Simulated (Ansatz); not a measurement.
# Trends among crystals of one structure type (F-43m)

All 4 crystals share space group F-43m (No. 216) and the same kinds of sites, 2 atoms in the primitive cell. They are database entries and needn't be the stable phases. The set is a selection: crystals with gaps under 0.25 eV or edges off the refined points were left out. Cells are relaxed by PAW under the functional.

Quantity: Kohn-Sham band edges (the gap between refined extrema, the direct gap on the fine mesh). Level: PBEsol, all-electron LAPW in Ansatz 0.2.0, scalar-relativistic.

| crystal | cell (conventional) | fine k mesh | smearing (eV) | gap (eV) | least direct gap (eV) | electron conductivity mass (mₑ) | ε∞ without local fields (PAW) |
| --- | --- | --- | --- | --- | --- | --- | --- |
| AgI | a = 6.450 Å | 10×10×10 | none | ? | ? | ? | ? |
| BP | a = 4.520 Å | 16×16×16 | none | 1.12 | 3.38 | 0.306 | 9.71 |
| AlP | a = 5.470 Å | 12×12×12 | none | 1.45 | 3.15 | 0.314 | 9.03 |
| GaP | a = 5.439 Å | 12×12×12 | none | 1.45 | 1.80 | 0.306 | 11.26 |

Problem. What did the calculation give for AgI?

Solution. gap = 1.20 eV, least direct gap = 1.20 eV, electron conductivity mass = 0.152 mₑ, ε∞ without local fields (PAW) = 6.03.

Caveats: no spin-orbit coupling on heavy atoms (AgI, GaP); semilocal gaps are low, and light masses and ε∞ follow the gap.
